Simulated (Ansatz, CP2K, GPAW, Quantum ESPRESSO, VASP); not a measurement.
**BaZrO3: equilibrium volume by level of theory**

**What was measured.** The equilibrium volume of BaZrO3 (Pm-3m) is reported as 14.73 Å³/atom at 300 K (arxiv:cond-mat/0602127). The runs below try to reproduce it.

```cif
data_structure
_symmetry_space_group_name_H-M 'P 1'
_symmetry_Int_Tables_number 1
_cell_length_a 4.1913
_cell_length_b 4.1913
_cell_length_c 4.1913
_cell_angle_alpha 90.000
_cell_angle_beta 90.000
_cell_angle_gamma 90.000
_cell_volume 73.63
loop_
_atom_site_label
_atom_site_type_symbol
_atom_site_fract_x
_atom_site_fract_y
_atom_site_fract_z
_atom_site_occupancy
Ba1 Ba 0.00000 0.00000 0.00000 1
Zr1 Zr 0.50000 0.50000 0.50000 1
O1 O 0.50000 0.50000 0.00000 1
O2 O 0.50000 0.00000 0.50000 1
O3 O 0.00000 0.50000 0.50000 1
```

| rung | level | program and potentials | cutoff (eV) | k mesh | smearing | task | equilibrium volume (Å³/atom) | miss | notes |
| --- | --- | --- | --- | --- | --- | --- | --- | --- | --- |
| LDA | LDA | CP2K, GTH_POTENTIALS Ba GTH-PADE-q10, Zr GTH-PADE-q12, O GTH-PADE-q6; TZVP-MOLOPT-PBE-GTH basis | - | 6 × 6 × 6 | fermi-dirac 0.05 | equation of state | 14.30 | -2.9 % | atomic basis |
| LDA | LDA | GPAW, the program's PAW data sets (release 1.2.1) made for this functional | 800 | 6 × 6 × 6 | fermi-dirac 0.05 | equation of state | 14.20 | -3.6 % | - |
| LDA | LDA | Quantum ESPRESSO, GBRV 1.5 LDA | 612 | 6 × 6 × 6 | fermi-dirac 0.05 | equation of state | 14.34 | -2.6 % | - |
| LDA | LDA | VASP, LDA PAW files Ba_sv, O, Zr_sv, 600 eV | 600 | 6 × 6 × 6 | gaussian 0.02 | relaxation of cell and atoms | 14.38 | -2.4 % | - |
| GGA | PBE | GPAW, GPAW PAW data sets (gpaw-data 1.2.1) | 800 | 6 × 6 × 6 | fermi-dirac 0.05 | equation of state | 15.09 | +2.4 % | - |
| GGA | PBE | VASP, PBE PAW files Ba_sv, O, Zr_sv, 600 eV | 600 | 6 × 6 × 6 | gaussian 0.02 | relaxation of cell and atoms | 15.19 | +3.1 % | - |
| GGA + dispersion | PBE+D3(BJ) | VASP, PBE PAW files Ba_sv, O, Zr_sv, 600 eV | 600 | 6 × 6 × 6 | gaussian 0.02 | relaxation of cell and atoms | 14.93 | +1.4 % | - |
| GGA | PBEsol | Ansatz, all-electron LAPW, scalar-relativistic | - | 6 × 6 × 6 | fermi-dirac 0.05 | equation of state | 14.61 | -0.8 % | - |
| GGA | PBEsol | GPAW, PAW data sets generated for this functional | 800 | 6 × 6 × 6 | fermi-dirac 0.05 | equation of state | 14.60 | -0.9 % | - |
| GGA | PBEsol | Quantum ESPRESSO, GBRV 1.5 PBEsol | 612 | 6 × 6 × 6 | fermi-dirac 0.05 | equation of state | 14.67 | -0.4 % | - |
| GGA | PBEsol | VASP, PBE PAW files Ba_sv, O, Zr_sv, 520 eV | 520 | 6 × 6 × 6 | fermi-dirac 0.05 | equation of state | 14.73 | +0.0 % | potentials made for PBE |
| meta-GGA | SCAN | VASP, PBE PAW files Ba_sv, O, Zr_sv, 600 eV | 600 | 6 × 6 × 6 | gaussian 0.05 | relaxation of cell and atoms | 14.89 | +1.1 % | potentials made for PBE |
| meta-GGA | r2SCAN | VASP, PBE PAW files Ba_sv, O, Zr_sv, 600 eV | 600 | 6 × 6 × 6 | gaussian 0.05 | relaxation of cell and atoms | 14.95 | +1.5 % | potentials made for PBE |
| meta-GGA + dispersion | r2SCAN+rVV10 | VASP, PBE PAW files Ba_sv, O, Zr_sv, 600 eV | 600 | 6 × 6 × 6 | gaussian 0.05 | relaxation of cell and atoms | 14.85 | +0.8 % | potentials made for PBE |

All rows: no spin polarisation. Smearing widths are in eV. Meshes are those of the run's cell of 5 atoms unless a note names another. Relaxations start from the cell shown or near it and stop with a little pressure left. Misses use the values as printed. Runs on faulty files, with rough fits or with known faults for this quantity aren't shown. No row holds spin-orbit coupling.

By rung: LDA 14.20 to 14.38; GGA 14.60 to 15.19; GGA + dispersion 14.93; meta-GGA 14.89 to 14.95; meta-GGA + dispersion 14.85; LDA in atomic bases 14.30 (Å³/atom). Measured: 14.73 Å³/atom at 300 K (arxiv:cond-mat/0602127). Closest, coarse meshes and atomic bases left aside, is PBEsol with VASP, PBE PAW files Ba_sv, O, Zr_sv, 520 eV (+0.0 %), and PBE misses by +2.4 % to +3.1 % on plain settings. The runs are for a static lattice, while measurements hold temperature and zero-point motion.
